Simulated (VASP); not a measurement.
# Hf (Im-3m) in VASP: further runs

One crystal, Hf, is run at these levels: PBEsol; tasks: relaxation of cell and atoms.

Everything below comes from runs of VASP 6.6.1. Logs are shortened: lines on timing, memory, paths and dates and some standing lists are left out, and cuts for length are marked.

### 1 The crystal as given

Symmetry: Im-3m, No. 229, cubic system. The conventional cell has a = 3.610 Å, b = 3.610 Å, c = 3.610 Å, α = 90.00°, β = 90.00°, γ = 90.00°. Around Hf (site symmetry m-3m) lie 8 Hf at 3.13 Å.

This isn't the form of Hf at room conditions, which is hcp.

### 2 Relaxation of cell and atoms, PBEsol, target pressure 50 GPa, at which the enthalpy is minimised

INCAR reads:

```
SYSTEM = Hf
PREC = Accurate
ENCUT = 250
EDIFF = 1E-7
ISMEAR = 0
SIGMA = 0.1
LREAL = .FALSE.
LASPH = .TRUE.
NELM = 80
ALGO = Fast
ISIF = 3
LWAVE = .FALSE.
LCHARG = .FALSE.
GGA = PS
IBRION = 2
NSW = 80
EDIFFG = -0.002
PSTRESS = 500.0
```

KPOINTS reads:

```
Automatic mesh
0
G
  16 16 16
  0 0 0
```

POSCAR reads:

```
Hf
1.0
   -1.8050000000      1.8050000000      1.8050000000
    1.8050000000     -1.8050000000      1.8050000000
    1.8050000000      1.8050000000     -1.8050000000
Hf
1
Direct
    0.0000000000      0.0000000000      0.0000000000
```

Potentials or basis: VASP PAW PBE potentials, release 64 (Hf_pv).

Started as:

```
> cat potpaw_PBE.64/Hf_pv/POTCAR > POTCAR
> mpirun -np 1 vasp_std > vasp.out
```

OUTCAR:

```text
SYSTEM = Hf
   PREC = Accurate
   ENCUT = 250
   EDIFF = 1E-7
   ISMEAR = 0
   LREAL = .FALSE.
   LASPH = .TRUE.
   NELM = 80
   ISIF = 3
   GGA = PS
   IBRION = 2
   NSW = 80
   EDIFFG = -0.002
   PSTRESS = 500.0

 ion  position               nearest neighbor table
   1  0.000  0.000  0.000-

  LATTYP: Found a body centered cubic cell.
 ALAT       =     3.6100000000

  Lattice vectors:

 A1 = (  -1.8050000000,   1.8050000000,   1.8050000000)
 A2 = (   1.8050000000,  -1.8050000000,   1.8050000000)
 A3 = (   1.8050000000,   1.8050000000,  -1.8050000000)

Analysis of symmetry for initial positions (statically):
=====================================================================
 Subroutine PRICEL returns:
 Original cell was already a primitive cell.

 Routine SETGRP: Setting up the symmetry group for a
 body centered cubic supercell.

 Subroutine GETGRP returns: Found 48 space group operations
 (whereof 48 operations were pure point group operations)
 out of a pool of 48 trial point group operations.

The static configuration has the point symmetry O_h .

Analysis of symmetry for dynamics (positions and initial velocities):
=====================================================================
 Subroutine PRICEL returns:
 Original cell was already a primitive cell.

 Routine SETGRP: Setting up the symmetry group for a
 body centered cubic supercell.

 Subroutine GETGRP returns: Found 48 space group operations
 (whereof 48 operations were pure point group operations)
 out of a pool of 48 trial point group operations.

The dynamic configuration has the point symmetry O_h .

 Subroutine INISYM returns: Found 48 space group operations
 (whereof 48 operations are pure point group operations),
 and found     1 'primitive' translations

----------------------------------------------------------------------------------------

                                     Primitive cell

  volume of cell :      23.5229

  direct lattice vectors                    reciprocal lattice vectors
    -1.805000000  1.805000000  1.805000000     0.000000000  0.277008310  0.277008310
     1.805000000 -1.805000000  1.805000000     0.277008310  0.000000000  0.277008310
     1.805000000  1.805000000 -1.805000000     0.277008310  0.277008310  0.000000000

  length of vectors
     3.126351708  3.126351708  3.126351708     0.391748909  0.391748909  0.391748909

  position of ions in fractional coordinates (direct lattice)
     0.000000000  0.000000000  0.000000000

  ion indices of the primitive-cell ions
   primitive index   ion index
                 1           1
[... 94 lines left out ...]
  Fermi-wavevector in a.u.,A,eV,Ry     =   1.230961  2.326179 20.616432  1.515265
  Thomas-Fermi vector in A             =   2.365789
   LORBIT       =      0    0 simple, 1 ext, 2 COOP (PROOUT), +10 PAW based schemes
   GGA     = PS    functional components
   LHFCALC =     F    Hartree Fock is set to
   AEXX    =    0.0000 exact exchange contribution
   IVDW    =     0    specifies the selected vdW correction
   LEPSILON=     F    determine dielectric tensor
   LRPA    =     F    only Hartree local field effects (RPA)
 conjugate gradient relaxation of ions
 non-spin polarized calculation
 RMM-DIIS sequential band-by-band and
 Gauss-broadening in eV      SIGMA  =   0.10
  energy-cutoff  :      250.00
  volume of cell :       23.52
 maximum number of plane-waves:       236
   NGX =  7   NGY =  7   NGZ =  7

--------------------------------------- Ionic step        1  -------------------------------------------

 number of electron      10.0000000 magnetization

 number of electron       9.9999982 magnetization

 Free energy of the ion-electron system (eV)
  ---------------------------------------------------
  ext. energy  EPLUGINS =         0.00000000
  ---------------------------------------------------
  free energy    TOTEN  =       -10.26274909 eV

  energy without entropy =      -10.25371239  energy(sigma->0) =      -10.25823074

------------------------ aborting loop because EDIFF is reached ----------------------------------------

  FORCE on cell =-STRESS in cart. coord.  units (eV):
  Direction    XX          YY          ZZ          XY          YZ          ZX
  --------------------------------------------------------------------------------------
  -------------------------------------------------------------------------------------
  Total       -1.4715645     -1.4715645     -1.4715645      0.0000000     -0.0000000      0.0000000
  in kB     -100.2301271   -100.2301271   -100.2301271      0.0000000     -0.0000000      0.0000000
  external PRESSURE =    -600.2301271 kB  Pullay stress =     500.0000000 kB
[... 24 lines left out ...]
--------------------------------------- Ionic step        2  -------------------------------------------

 number of electron      10.0000000 magnetization

 E-fermi :  25.9731     XC(G=0): -20.9488

 val. band max:       25.9568844238   @ k =   0.3125   0.1875   0.0625
 cond. band min:      25.9854065737   @ k =  -0.3750   0.3750   0.1250
 fundamental gap:      0.0285221500
 Fermi energy:        25.9731270071

 k-point     1 :       0.0000    0.0000    0.0000
  band No.  band energies     occupation
      1       3.5260      2.00000
      2       3.5260      2.00000
      3       3.5260      2.00000
      4      23.3058      2.00000
      5      23.3058      2.00000
      6      23.3058      2.00000
      7      32.8488      0.00000
      8      32.8488      0.00000
      9      36.0079      0.00000
[... 345 lines left out ...]
  energy  without entropy=       -9.5255140114  energy(sigma->0) =       -9.53027090

  enthalpy is  TOTEN    =        -2.7855303705 eV   P V=        6.7494974271

[... ionic steps 4 to 7 ...]

--------------------------------------- Ionic step        8  -------------------------------------------

 number of electron       9.9999990 magnetization

------------------------ aborting loop because EDIFF is reached ----------------------------------------
[... 69 lines left out ...]
--------------------------------------- Ionic step       10  -------------------------------------------

 number of electron       9.9999990 magnetization

 Free energy of the ion-electron system (eV)
  ---------------------------------------------------
  ext. energy  EPLUGINS =         0.00000000
  ---------------------------------------------------
  free energy    TOTEN  =        -9.67177638 eV

  energy without entropy =       -9.66694304  energy(sigma->0) =       -9.66935971

 E-fermi :   7.0295     XC(G=0): -13.0768

 val. band max:        7.0209820109   @ k =   0.2500   0.1875   0.1250
 cond. band min:       7.0481118492   @ k =   0.1875   0.0625   0.0625
 fundamental gap:      0.0271298382
 Fermi energy:         7.0294873752

 k-point     1 :       0.0000    0.0000    0.0000
  band No.  band energies     occupation
      1     -21.4125      2.00000
      2     -21.4125      2.00000
      3     -21.4125      2.00000
      4      -0.9449      2.00000
      5       8.6774      0.00000
      6       8.6774      0.00000
      7       8.6774      0.00000
      8      12.5905      0.00000
      9      12.5905      0.00000
[... 308 lines left out ...]
  energy  without entropy=       -9.6669430381  energy(sigma->0) =       -9.66935971

  enthalpy is  TOTEN    =        -4.7319992837 eV   P V=        4.9397770921

 reached required accuracy - stopping structural energy minimisation
```

It took 50 s on 1 thread of Intel Xeon Platinum 8488C (Sapphire Rapids), shared host; peak memory 0.13 GiB.

The run converged, but some of its settings lie outside the range that counts as converged, so its numbers aren't taken as properties of the crystal.

Results:

* Free energy: -9.6718 eV
* Relaxed volume: 15.83 Å³/atom
* Relaxed cell: a = 2.740 Å, b = 2.740 Å, c = 2.740 Å, α = 109.47°, β = 109.47°, γ = 109.47°
* Space group after relaxing (to 0.05 Å): Im-3m (No. 229)
* Energy change on relaxing (the enthalpy is what falls): +591.0 meV/atom
* Ionic steps: 10
* Band gap on the k mesh: none (metal or under the smearing width)

Caveat: the cutoff is under 1.25 times the usual one of these potentials, so pressure, stress and relaxed cells hold a basis-set (Pulay) error; the cell is relaxed towards a set pressure, so the enthalpy falls and the energy may rise; the volume moved by over 15 % at a fixed basis, so the end points are rough; the PAW data sets were made with another functional, which shifts forces and pressure a little.

### 3 Relaxation of cell and atoms, PBEsol, target pressure 50 GPa, at which the enthalpy is minimised

This run uses another cell than the first one, of 15.83 Å³/atom, 0.673 times its volume.

INCAR is that of step 2.

KPOINTS is that of step 2.

POSCAR reads:

```
Hf                                      
1.0
   -1.5817189320      1.5817189320      1.5817189320
    1.5817189320     -1.5817189320      1.5817189320
    1.5817189320      1.5817189320     -1.5817189320
  Hf            
     1
Direct
     0.0000000000000000    0.0000000000000000    0.0000000000000000
```

Potentials or basis: VASP PAW PBE potentials, release 64 (Hf_pv).

Started as:

```
> cat potpaw_PBE.64/Hf_pv/POTCAR > POTCAR
> mpirun -np 1 vasp_std > vasp.out
```

Wall time 11 s (1 thread of Intel Xeon Platinum 8488C (Sapphire Rapids), shared host); peak memory 0.11 GiB.

These settings aren't checked as converged: the numbers below hold their error.

What came out:

* Free energy: -9.6315 eV
* Relaxed volume: 15.78 Å³/atom
* Relaxed cell: a = 2.737 Å, b = 2.737 Å, c = 2.737 Å, α = 109.47°, β = 109.47°, γ = 109.47°
* Space group after relaxing (to 0.05 Å): Im-3m (No. 229)
* Energy change on relaxing (the enthalpy is what falls): +14.2 meV/atom
* Ionic steps: 3
* Band gap on the k mesh: none (metal or under the smearing width)

Caveat: the cutoff is under 1.25 times the usual one of these potentials, so pressure, stress and relaxed cells hold a basis-set (Pulay) error; the cell is relaxed towards a set pressure, so the enthalpy falls and the energy may rise; the PAW data sets were made with another functional, which shifts forces and pressure a little.

### 4 Relaxation of cell and atoms, PBEsol, target pressure 50 GPa, at which the enthalpy is minimised

This run uses another cell than the first one, of 15.78 Å³/atom, 0.671 times its volume.

INCAR is that of step 3.

KPOINTS is that of step 3.

POSCAR reads:

```
Hf                                      
1.0
   -1.5801917539      1.5801917539      1.5801917539
    1.5801917539     -1.5801917539      1.5801917539
    1.5801917539      1.5801917539     -1.5801917539
  Hf            
     1
Direct
     0.0000000000000000    0.0000000000000000    0.0000000000000000
```

Started as:

```
> cat potpaw_PBE.64/Hf_pv/POTCAR > POTCAR
> mpirun -np 1 vasp_std > vasp.out
```

Wall time 6.3 s (1 thread of Intel Xeon Platinum 8488C (Sapphire Rapids), shared host); peak memory 0.11 GiB.

The run converged, but some of its settings lie outside the range that counts as converged, so its numbers aren't taken as properties of the crystal.

Results:

```
Free energy            : -9.6311 eV
Band gap on the k mesh : none (metal or under the smearing width)
```

Caveat: the cutoff is under 1.25 times the usual one of these potentials, so pressure, stress and relaxed cells hold a basis-set (Pulay) error; the relaxation stopped at its first step, so nothing moved; the cell is relaxed towards a set pressure, so the enthalpy falls and the energy may rise; the PAW data sets were made with another functional, which shifts forces and pressure a little.
